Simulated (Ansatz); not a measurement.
Crystal: Co.

```
Co
1.0
     2.48736    0.00000    0.00000
    -1.24368    2.15412    0.00000
     0.00000    0.00000    4.06329
Co
2
Direct
  0.33333 0.66667 0.74014
  0.66667 0.33333 0.25986
```

Base run:

| Property | Result |
| --- | --- |
| Program | Ansatz 0.2.0 |
| Functional | PBEsol |
| Potentials or basis | Ansatz PAW |
| Cutoff | 420 eV |
| Density cutoff | 1680 eV |
| k mesh | 12 × 12 × 7 |
| Occupations | fermi-dirac, width 0.05 eV |
| Spin | collinear spin, ferromagnetic start |
| Starting moments | [2.0, 2.0] μB |

Its results: band gap on the k mesh none (metal or under the smearing width); pressure -9.3 GPa; net moment 3.26 μB per cell; site moments Co +1.70 μB; largest force 0.443 eV/Å.

Question: The run is repeated on the same cell with these changes: functional from PBEsol to BLYP. What comes out?

Answer: Band gap on the k mesh none (metal or under the smearing width); pressure 9.8 GPa; net moment 3.21 μB per cell; site moments Co +1.67 μB; largest force 0.522 eV/Å.

BLYP binds less tightly than PBEsol, so the same cell stands under more pressure.

Caveats: the PAW data sets come from PBE, with cores solved anew for the run's functional, which leaves a small shift of forces and pressure; the potentials were made for another functional, which shifts forces and pressure (some runs).

Not every run made on this cell is shown here.
